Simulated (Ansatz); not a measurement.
Sb:

```
CELL_PARAMETERS angstrom
2.15420 1.24373 3.75800
-2.15420 1.24373 3.75800
0.00000 -2.48746 3.75800
ATOMIC_POSITIONS crystal
Sb 0.76651 0.76651 0.76651
Sb 0.23349 0.23349 0.23349
```

Base run:

| Quantity | Value |
| --- | --- |
| Program | Ansatz 0.2.0 |
| Functional | PBE |
| Potentials or basis | PseudoDojo standard (PBE files) |
| Cutoff | 1088 eV |
| Density cutoff | 4354 eV |
| k mesh | 8 × 8 × 8 |
| Occupations | fermi-dirac, width 0.05 eV |
| Spin | no spin polarisation |

Its results: band gap on the k mesh none (metal or under the smearing width); pressure 2.6 GPa; largest force 0.167 eV/Å.

The run is repeated on the same cell with these changes: potentials or basis from PseudoDojo standard (PBE files) to Ansatz PAW; cutoff from 1088 eV to 420 eV (not typed: the program's choice for these potentials); k mesh from 8 × 8 × 8 to 3 × 3 × 3. What comes out?

Band gap on the k mesh 1.28 eV, indirect (least direct gap 1.31 eV); pressure 3.5 GPa; largest force 0.112 eV/Å.

Caveats: some runs use coarse meshes; spin-orbit coupling is left out, which moves the levels of the heavy elements; odd divisions of the mesh miss points on the zone boundary, where band edges often lie, so the gap on the mesh can be too wide (some runs).

A k mesh can miss the band edges.
